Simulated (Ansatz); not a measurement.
CdF2:

```
Cd F
1.0
     0.00000    2.69400    2.69400
     2.69400    0.00000    2.69400
     2.69400    2.69400    0.00000
Cd F
1 2
Direct
  0.00000 0.00000 0.00000
  0.75000 0.75000 0.75000
  0.25000 0.25000 0.25000
```

```yaml
Program: Ansatz 0.2.0
Task: relaxation of cell and atoms
Functional: RPBE
Potentials_or_basis: Ansatz PAW
Cutoff: "420 eV (not typed: the program's choice for these potentials)"
k_mesh: 9 × 9 × 9
Occupations: fermi-dirac, width 0.05 eV
Spin: no spin polarisation
```

At the start: volume 13.03 Å³/atom.

**Question.** How do energy, volume and symmetry change on relaxing?

**Answer.** It ends after 7 steps and the volume is 14.43 Å³/atom (+10.7 %); space group Fm-3m (No. 225, to 0.05 Å).

Step by step:
```csv
step,energy change (eV),largest force (eV/Å),volume (Å³)
1,0.0000,0.0000,39.10
2,-0.0981,0.0000,42.63
3,-0.0978,0.0000,42.78
4,-0.1204,0.0000,42.78
5,-0.1204,0.0000,43.21
6,-0.1202,0.0000,43.29
7,-0.1219,0.0000,43.29
```

Final structure:
```xyz
3
Lattice="0.0000 2.7868 2.7868 2.7868 0.0000 2.7868 2.7868 2.7868 0.0000" Properties=species:S:1:pos:R:3 pbc="T T T"
Cd    0.0000    0.0000    0.0000
F     4.1803    4.1803    4.1803
F     1.3934    1.3934    1.3934
```

Caveat: the plane-wave basis is chosen anew once the cell has moved, so the energies of steps on either side of that aren't comparable; the pressure holds a Pulay correction of +0.5 GPa for the finite cutoff; the PAW data sets come from PBE, with cores solved anew for the run's functional, which leaves a small shift of forces and pressure.
